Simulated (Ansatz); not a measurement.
# O: the cost of one run

Method: DFT, PBE, PAW with Ansatz's default frozen-core files, scalar-relativistic, in Ansatz 0.2.0.

### 1 The structure to begin with

It takes space group C2/m (No. 12, monoclinic). Conventional cell: a = 5.703 Å, b = 3.325 Å, c = 4.363 Å, α = 90.00°, β = 123.29°, γ = 90.00°. O (site symmetry m) has 1 O at 1.22 Å as nearest neighbours.

As a file:

```xyz
4
Lattice="-2.3945 0.0000 3.6471 0.0000 -3.3248 0.0000 3.3083 0.0000 3.6471" Properties=species:S:1:pos:R:3 pbc="T T T"
O    -0.2274    0.0000    0.5674
O     0.2295   -1.6624    4.2144
O     1.1412    0.0000    6.7267
O     0.6843   -1.6624    3.0797
```

In patterns such as +-, the signs follow the magnetic atoms in the order of the input.

Atoms are numbered in the order of the input: O1, O2, O3, O4.

### 2 Parallel moments, PAW

input.yaml

```yaml
crystal:
  lattice:
    - [-2.3944914034, 0.0, 3.6470501824]
    - [0.0, -3.32483188, 0.0]
    - [3.3083143032, 0.0, 3.6470501824]
  atoms:
    - { symbol: O, position: [0.13012019, 0.0, 0.02545383], spin: 1.0 }
    - { symbol: O, position: [0.63012019, 0.5, 0.52545383], spin: 1.0 }
    - { symbol: O, position: [0.86987981, 0.0, 0.97454617], spin: 1.0 }
    - { symbol: O, position: [0.36987981, 0.5, 0.47454617], spin: 1.0 }
magnetization:
  spin_polarized: true
kpoints:
  mp_grid: { grid: [6, 8, 5] }
scf:
  occupations: { method: fermi_dirac, width: 0.05 }
  lower_state_search: "off"
hamiltonian:
  xc: pbe
  pseudopotentials: { kind: paw }
output:
  forces: true
  stress: true
  eigenvalues: true
```

Started as:

```console
> ansatz run input.yaml --threads 2 --pin off --max-ram 6144MiB --backend cpu --events-out ev --progress --plain --runs-dir out
```

What time and memory should one allow on 2 threads of Arm Neoverse V1, shared host?

About 5.7 s, with a peak of 0.4 GiB.
